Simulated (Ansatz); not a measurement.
## A film clamped to a substrate in InO

Theory: DFT PBE, scalar-relativistic, plane waves, PAW in Ansatz. Settings: plane waves to 420 eV, k-mesh 12×12×2 (Γ-centred), Gaussian smearing 0.03 eV. No spin polarisation. Energies are free energies at this smearing, counted from the undisturbed cell; pressure is positive in compression.

Zero of the scan (as given, not relaxed at this level; it stands at -0.2 GPa, and it needn't be the usual structure):

```
In O
1.0
     3.45361    0.00000    0.00000
    -1.72681    2.99092    0.00000
     0.00000    0.00000   15.87710
In O
2 2
Cartesian
  1.7268 0.9970 9.3678
  1.7268 0.9970 6.5093
  3.4536 0.0000 10.1592
  3.4536 0.0000 5.7179
```

The cell holds layers and no dispersion correction was added, so their binding is poorly described.

The cell (4 atoms, V0 = 164.00 Å³) is strained by p along both x and y and by q along z, fractional coordinates fixed. τp = (1/V0) ∂E/∂p = (σxx + σyy)(1 + p)(1 + q) and τq = (1/V0) ∂E/∂q = σzz(1 + p)², with tension positive.

```
     p q  ΔE (meV/atom)  τp (GPa)  τq (GPa)
 0.000   0.000           0.00      0.43      0.09
-0.025   0.000          19.02     -6.65     -0.66
 0.025   0.000          21.18      5.96      0.65
 0.000  -0.025           3.40     -0.25     -1.19
 0.000   0.025           4.10      1.05      1.16
```

Q: Get the second derivatives of the energy density.

A: Central differences give A = ∂τp/∂p = 252 GPa (C11 + C22 + 2 C12), C = ∂τq/∂q = 47 GPa (C33) and the cross term B = ∂τq/∂p = 26.2 GPa (C13 + C23); ∂τp/∂q = 25.9 GPa must equal B, and any difference shows higher-order terms. The ions are clamped.

Q: A film of this crystal grows with z along the normal on a substrate that imposes p. How does its thickness respond, and what does the misfit cost?

A: Count p and q from the stress-free cell. A free surface needs τq = 0, so q = −(B/C) p = -0.56 p. The energy density left is (A − B²/C) p²/2 = M p², with the biaxial modulus M = 119 GPa; a misfit of 1 % costs 3.04 meV/atom, against 3.23 meV/atom if the thickness were held.

At p = -0.050 the energies along q are 128.7 (q = -0.050), 104.0 (q = -0.025), 89.2 (q = 0.000), 82.6 (q = 0.025), 82.9 (q = 0.050) meV/atom.

Q: Does the linear rule hold at this misfit?

A: A parabola through the lowest point and its neighbours has its minimum at q = 0.036, 81.9 meV/atom. With the stress left in the starting cell, τp0 and τq0, linear elasticity gives q = −(τq0 + Bp)/C = 0.026 and E = V0(τp0 p + τq0 q + Ap²/2 + Bpq + Cq²/2)/N = 71.2 meV/atom. The energies differ by more than a tenth, so the quadratic law fails here: the gap holds the anharmonic part, with some error from the wide steps. Cubic terms also shift the vertex of so wide a parabola.

Forces appear on the atoms along this scan, and letting them relax would lower the energy and soften the response.

The coordinates describe a single O-In-In-O sheet separated from its periodic images by a wide empty gap, not a stacked crystal, and this changes what the moduli mean. In-plane strain acts mainly on the strongly polar In-O bonds, which lie close to the plane, hence the large A of 252 GPa. The 47 GPa along z comes from scaling the sheet together with the gap, which stretches the In-In bond and the In-O buckling. It is therefore not an interlayer stiffness: widening the gap alone would cost almost nothing. Likewise, the ratio -0.56 describes a coupled distortion of the sheet, not the thickness response of a multilayer film, and moduli referred to the cell volume depend on how much empty space it includes.

The positive cross term has a simple geometric origin: in-plane compression shortens the In-O bonds, and greater buckling partly restores their length. At the larger compression, the energy above the linear estimate probably reflects the steepening repulsion in these shortened bonds.
